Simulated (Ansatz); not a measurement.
# Kick test of a cell of Ge

The cell was found from a structure generator's guess, not taken from experiment.

All numbers below come from Ansatz, DFT PBE, scalar-relativistic, plane waves, PAW. Settings: cutoff 420 eV, Γ-centred mesh 12×12×2 on the computed 12-atom cell, Gaussian smearing of 0.01 eV; no spin polarisation.

The cell below (12 atoms, space group P6_3/mmc (No. 194)) is relaxed within its symmetry.

```
Ge
1.0
     4.06756    0.00000    0.00000
    -2.03378    3.52261    0.00000
     0.00000    0.00000   19.99131
Ge
12
Direct
  0.00000 0.00000 0.18714
  0.00000 0.00000 0.68714
  0.00000 0.00000 0.31286
  0.00000 0.00000 0.81286
  0.33333 0.66667 0.52081
  0.66667 0.33333 0.02081
  0.33333 0.66667 0.97919
  0.66667 0.33333 0.47919
  0.33333 0.66667 0.64533
  0.66667 0.33333 0.14533
  0.33333 0.66667 0.85467
  0.66667 0.33333 0.35467
```

For the test it was strained at random (σ = 1.5 % a component), the atoms were moved at random (σ = 0.05 Å), and all was relaxed again on a coarse 6×6×1 mesh (in the run’s order of axes) with 0.20 eV smearing, with no symmetry imposed.

Question: What happens?

Answer: It returns, within 1 meV/atom of the unmoved cell on that mesh and with the same symmetry when read at 0.1 Å (P-1 at 0.01 Å, so small strains and shifts remain). So it is stable against the distortions that fit this cell and that this random move excites. Modes that don't fit the cell aren't tested.
